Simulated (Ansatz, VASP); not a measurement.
## Two plane-wave programs on W

```
W
1.0
     0.00000    2.02585    2.02585
     2.02585    0.00000    2.02585
     2.02585    2.02585    0.00000
W
1
Direct
  0.00000 0.00000 0.00000
```

Alike in both runs: functional RPBE; k mesh 5 × 5 × 5; no spin polarisation.

Ansatz relaxed the structure, and its values are those at the end. VASP's run is a single point on that final structure, the one shown.

|  | VASP | Ansatz |
| --- | --- | --- |
| version | VASP 6.6.1 | Ansatz 0.2.0 |
| potentials or method | VASP PAW PBE potentials, release 64 (W_sv) | plane waves, PAW |
| plane-wave cutoff (eV) | 520 | 420 |
| occupations | fermi-dirac, width 0.1 eV | fermi-dirac |
| valence electrons in the cell | 14 | 14 |

Ansatz gave:

```
pressure (GPa) : 0.0
```

Task: What did VASP give for the same quantities?

Result: Pressure (GPa): 0.4.

Caveats: the k mesh is coarse (spacing up to 0.54 Å⁻¹), so the values aren't converged; the PAW data sets were made with another functional, which shifts forces and pressure a little (VASP). The runs have no spin-orbit coupling, so splittings on W are missing.
